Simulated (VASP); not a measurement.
# InAs (Fm-3m) in VASP: a series of runs, part 2 of 2

VASP 6.6.1.

**4. Phonons, LDA**

Input file POSCAR:

```
InAs
1.0
    0.0000000000      2.8773040000      2.8773040000
    2.8773040000      0.0000000000      2.8773040000
    2.8773040000      2.8773040000      0.0000000000
In As
1 1
Direct
    0.5000000000      0.5000000000      0.5000000000
    0.0000000000      0.0000000000      0.0000000000
```

Input file INCAR.step1:

```
PREC = Accurate
ENCUT = 600
EDIFF = 1E-8
ISMEAR = 0
SIGMA = 0.02
LREAL = F
LASPH = T
NELM = 80
ALGO = Fast
ISIF = 3
LWAVE = F
LCHARG = F
IBRION = 2
NSW = 40
EDIFFG = -0.002
```

Input file INCAR.step2:

```
PREC = Accurate
ENCUT = 600
EDIFF = 1E-8
ISMEAR = 0
SIGMA = 0.02
LREAL = F
LASPH = T
NELM = 80
ALGO = Fast
ISIF = 2
LWAVE = F
LCHARG = F
IBRION = 8
NSW = 1
```

Input file KPOINTS:

```
Automatic mesh
0
Gamma
  6 6 6
```

Potentials or basis: VASP PAW LDA potentials, release 64 (In_d, As).

Command:

```sh
$ cat potpaw_LDA.64/In_d/POTCAR potpaw_LDA.64/As/POTCAR > POTCAR
$ cp INCAR.step1 INCAR
$ mpirun -np 1 vasp_std > vasp.out
$ cp CONTCAR POSCAR
$ cp INCAR.step2 INCAR
$ mpirun -np 1 vasp_std > vasp.out
```

OUTCAR:

```text
PREC = Accurate
   ENCUT = 600
   EDIFF = 1E-8
   ISMEAR = 0
   LREAL = F
   LASPH = T
   NELM = 80
   ISIF = 2
   IBRION = 8
   NSW = 1

 ion  position               nearest neighbor table
   1  0.500  0.500  0.500-   2 2.80   2 2.80   2 2.80   2 2.80   2 2.80   2 2.80
   2  0.000  0.000  0.000-   1 2.80   1 2.80   1 2.80   1 2.80   1 2.80   1 2.80

  LATTYP: Found a face centered cubic cell.
 ALAT       =     5.6090323417

  Lattice vectors:

 A1 = (   0.0000000000,   2.8045161708,   2.8045161708)
 A2 = (   2.8045161708,   0.0000000000,   2.8045161708)
 A3 = (   2.8045161708,   2.8045161708,   0.0000000000)

Analysis of symmetry for initial positions (statically):
=====================================================================
 Subroutine PRICEL returns:
 Original cell was already a primitive cell.

 Routine SETGRP: Setting up the symmetry group for a
 face centered cubic supercell.

 Subroutine GETGRP returns: Found 48 space group operations
 (whereof 48 operations were pure point group operations)
 out of a pool of 48 trial point group operations.

The static configuration has the point symmetry O_h .

Analysis of symmetry for dynamics (positions and initial velocities):
=====================================================================
 Subroutine PRICEL returns:
 Original cell was already a primitive cell.

 Routine SETGRP: Setting up the symmetry group for a
 face centered cubic supercell.

 Subroutine GETGRP returns: Found 48 space group operations
 (whereof 48 operations were pure point group operations)
 out of a pool of 48 trial point group operations.

The dynamic configuration has the point symmetry O_h .
[... 429 lines left out ...]
    total drift:                               -0.000000     -0.000000      0.000000

  FREE ENERGIE OF THE ION-ELECTRON SYSTEM (eV)
  ---------------------------------------------------
  free  energy   TOTEN  =        -8.7834728502 eV

  energy  without entropy=       -8.7829971855  energy(sigma->0) =       -8.78323502

[... ionic steps 2 to 3 ...]

--------------------------------------- Ionic step        4  -------------------------------------------

------------------------ aborting loop because EDIFF is reached ----------------------------------------

[... ionic steps 5 to 6 ...]

--------------------------------------- Ionic step        7  -------------------------------------------

 Free energy of the ion-electron system (eV)
  ---------------------------------------------------
  ---------------------------------------------------
  free energy    TOTEN  =        -0.04422949 eV

  energy without entropy =       -0.04422949

------------------------ aborting loop because EDIFF is reached ----------------------------------------

 INTERNAL STRAIN TENSOR  FOR ION    2  DIRECTION 1   (eV/Angst):
 -----------------------------------------------------------------------------
    -0.08633 -0.00000  0.00000
     0.00000  0.04797 -0.00000
     0.00000 -0.00000  0.04797

 INTERNAL STRAIN TENSOR FOR ION    2 for displacements in x,y,z  (eV/Angst):
          X           Y           Z          XY          YZ          ZX
  --------------------------------------------------------------------------------
  x     0.00000     0.00000     0.00000     0.00000     0.00000     0.00000
  y     0.00000     0.00000     0.00000     0.00000     0.00000     0.00000
  z     0.00000     0.00000     0.00000     0.00000     0.00000     0.00000

 SECOND DERIVATIVES (NOT SYMMETRIZED)
 ------------------------------------
               1X          1Y          1Z          2X          2Y          2Z
  1X    -2.850516    0.000000    0.000000    2.850516    0.000000    0.000000
  1Y     0.000000   -2.850516    0.000000    0.000000    2.850516    0.000000
  1Z     0.000000    0.000000   -2.850516    0.000000    0.000000    2.850516
  2X     2.854101    0.000000    0.000000   -2.854101    0.000000    0.000000
  2Y     0.000000    2.854101    0.000000    0.000000   -2.854101    0.000000
  2Z     0.000000    0.000000    2.854101    0.000000    0.000000   -2.854101

 Eigenvectors and eigenvalues of the dynamical matrix
 ----------------------------------------------------

   1 f  =    3.921444 THz    24.639158 2PiTHz  130.805285 cm-1    16.217781 meV
             X         Y         Z           dx          dy          dz
      2.804516  2.804516  2.804516     0.628142   -0.000000   -0.000000
      0.000000  0.000000  0.000000    -0.778099    0.000000    0.000000
[... 21 lines left out ...]
   6 f/i=    0.001205 THz     0.007568 2PiTHz    0.040179 cm-1     0.004982 meV
             X         Y         Z           dx          dy          dz
      2.804516  2.804516  2.804516     0.370145   -0.684420    0.000000
      0.000000  0.000000  0.000000     0.298810   -0.552517    0.000000

--------------------------------------------------------------------------------------------------------

 ELASTIC MODULI CONTR FROM IONIC RELAXATION (kBar)
 Direction    XX          YY          ZZ          XY          YZ          ZX
 --------------------------------------------------------------------------------
 XX           0.0000      0.0000      0.0000      0.0000      0.0000      0.0000
 YY           0.0000      0.0000      0.0000      0.0000      0.0000      0.0000
 ZZ           0.0000      0.0000      0.0000      0.0000      0.0000      0.0000
 XY           0.0000      0.0000      0.0000      0.0000      0.0000      0.0000
 YZ           0.0000      0.0000      0.0000      0.0000      0.0000      0.0000
 ZX           0.0000      0.0000      0.0000      0.0000      0.0000      0.0000
 --------------------------------------------------------------------------------
```

OUTCAR.step1:

```text
PREC = Accurate
   ENCUT = 600
   EDIFF = 1E-8
   ISMEAR = 0
   LREAL = F
   LASPH = T
   NELM = 80
   ISIF = 3
   IBRION = 2
   NSW = 40
   EDIFFG = -0.002
[... 274 lines left out ...]
  band No.  band energies     occupation
      1      -7.6956      2.00000
      2      -7.6956      2.00000
      3      -7.6683      2.00000
      4      -7.6683      2.00000
      5      -7.6683      2.00000
      6      -6.0096      2.00000
      7       6.3793      2.00000
      8       6.4029      2.00000
      9       6.4029      2.00000
     10       6.4029      2.00000
     11      13.9559      0.00000
     12      13.9560      0.00000
     13      13.9574      0.00000
[... 267 lines left out ...]
  FREE ENERGIE OF THE ION-ELECTRON SYSTEM (eV)
  ---------------------------------------------------
  free  energy   TOTEN  =        -8.7836656081 eV

  energy  without entropy=       -8.7831899412  energy(sigma->0) =       -8.78342777

 reached required accuracy - stopping structural energy minimisation
```

Wall time 2.1 min (1 thread of Intel Xeon Platinum 8488C (Sapphire Rapids), shared host); peak memory 0.22 GiB.

What came out:

```yaml
Relaxed_volume: 22.06 Å³/atom
Relaxed_cell: a = 3.966 Å, b = 3.966 Å, c = 3.966 Å, α = 60.00°, β = 60.00°, γ = 60.00°
Space_group_after_relaxing_to_0.05_Å: Fm-3m (No. 225)
Highest_phonon_frequency_at_Γ_LO-TO_splitting_left_out: 131 cm⁻¹
```

The path:
```tsv
step	energy change (eV)	largest force (eV/Å)	pressure (GPa)	volume (Å³)
1	0.0000	0.0000	-4.98	47.64
2	-0.0475	0.0000	2.72	42.72
3	-0.0590	0.0000	0.01	44.12
```

Final structure:
```xyz
2
Lattice="0.0000 2.8045 2.8045 2.8045 0.0000 2.8045 2.8045 2.8045 0.0000" Properties=species:S:1:pos:R:3 pbc="T T T"
In    2.8045    2.8045    2.8045
As    0.0000    0.0000    0.0000
```

Phonon frequencies in cm⁻¹ (negative: imaginary):
```tsv
q point	frequencies
(0.000, 0.000, 0.000)	0 0 0 131 131 131
```

**5. Elastic constants, LDA**

POSCAR is that of step 4.

Input file INCAR.step1:

```
PREC     = Accurate       # precision mode
ENCUT    = 600            # plane-wave cutoff, eV
EDIFF    = 1E-8           # SCF threshold, eV
ISMEAR   = 0              # smearing method
SIGMA    = 0.02           # smearing width, eV
LREAL    = False          # projectors in reciprocal space
LASPH    = True           # aspherical terms in the spheres
NELM     = 100            # most SCF steps
ALGO     = Normal         # electronic algorithm
ISIF     = 3              # what is computed and relaxed
LWAVE    = False          # write WAVECAR
LCHARG   = False          # write CHGCAR
GGA      = CA             # functional
IBRION   = 2              # ionic algorithm
NSW      = 40             # ionic steps
EDIFFG   = -0.002         # ionic threshold
```

Input file INCAR.step2:

```
PREC     = Accurate       # precision mode
ENCUT    = 600            # plane-wave cutoff, eV
EDIFF    = 1E-8           # SCF threshold, eV
ISMEAR   = 0              # smearing method
SIGMA    = 0.02           # smearing width, eV
LREAL    = False          # projectors in reciprocal space
LASPH    = True           # aspherical terms in the spheres
NELM     = 100            # most SCF steps
ALGO     = Normal         # electronic algorithm
ISIF     = 3              # what is computed and relaxed
LWAVE    = False          # write WAVECAR
LCHARG   = False          # write CHGCAR
GGA      = CA             # functional
IBRION   = 6              # ionic algorithm
NFREE    = 2            
POTIM    = 0.015          # step
NSW      = 1              # ionic steps
```

KPOINTS is that of step 4.

Command:

```sh
$ cat potpaw_LDA.64/In_d/POTCAR potpaw_LDA.64/As/POTCAR > POTCAR
$ cp INCAR.step1 INCAR
$ mpirun -np 1 vasp_std > vasp.out
$ cp CONTCAR POSCAR
$ cp INCAR.step2 INCAR
$ mpirun -np 1 vasp_std > vasp.out
```

It took 4.1 min on 1 thread of Intel Xeon Platinum 8488C (Sapphire Rapids), shared host; peak memory 0.22 GiB.

It converged, with:

| Item | Value |
| --- | --- |
| Relaxed volume | 22.06 Å³/atom |
| Relaxed cell | a = 3.966 Å, b = 3.966 Å, c = 3.966 Å, α = 60.00°, β = 60.00°, γ = 60.00° |
| Space group after relaxing (to 0.05 Å) | Fm-3m (No. 225) |
| Elastic constants C11, C12, C44 | 152, 42, -25 GPa |
| Voigt bulk modulus | 78 GPa |
| Highest phonon frequency at Γ, LO-TO splitting left out | 131 cm⁻¹ |

The path:
| step | energy change (eV) | largest force (eV/Å) | pressure (GPa) | volume (Å³) |
| --- | --- | --- | --- | --- |
| 1 | 0.0000 | 0.0000 | -4.98 | 47.64 |
| 2 | -0.0475 | 0.0000 | 2.72 | 42.71 |
| 3 | -0.0590 | 0.0000 | 0.00 | 44.12 |

Final structure:
```
CELL_PARAMETERS angstrom
0.00000 2.80452 2.80452
2.80452 0.00000 2.80452
2.80452 2.80452 0.00000
ATOMIC_POSITIONS crystal
In 0.50000 0.50000 0.50000
As 0.00000 0.00000 0.00000
```

Phonon frequencies in cm⁻¹ (negative: imaginary):
| q point | frequencies |
| --- | --- |
| (0.000, 0.000, 0.000) | 0 0 0 131 131 131 |

Elastic tensor in Voigt notation (GPa, in the Cartesian axes of the cell as first typed):
```
152  42  42   0   0   0
 42 152  42   0   0   0
 42  42 152   0   0   0
  0   0   0 -25   0   0
  0   0   0   0 -25   0
  0   0   0   0   0 -25
```

Clamped-ion elastic tensor (GPa):
```
152  42  42   0   0   0
 42 152  42   0   0   0
 42  42 152   0   0   0
  0   0   0 -25   0   0
  0   0   0   0 -25   0
  0   0   0   0   0 -25
```

Caveat: the elastic tensor has a negative eigenvalue, so either the cell is unstable as it stands or the mesh is too thin.

**6. Summary**

```csv
task,cell,k mesh,cutoff (eV),ions in elastic constants,gap on the mesh (eV),pressure (GPa)
electric field gradients,as given,8 × 8 × 8,520,-,none,-5.0
core levels,as given,8 × 8 × 8,520,-,none,-5.0
phonons,relaxed,6 × 6 × 6,600,-,-,-
elastic constants,relaxed,6 × 6 × 6,600,relaxed,-,-
```

Alike in all rows: level LDA; potentials or basis VASP PAW LDA potentials, release 64 (In_d, As); no spin polarisation; smearing gaussian 0.02 eV.

Caveats: the elastic tensor has a negative eigenvalue, so either the cell is unstable as it stands or the mesh is too thin (some runs).

Absolute energies hang on the potentials; compare differences alone.
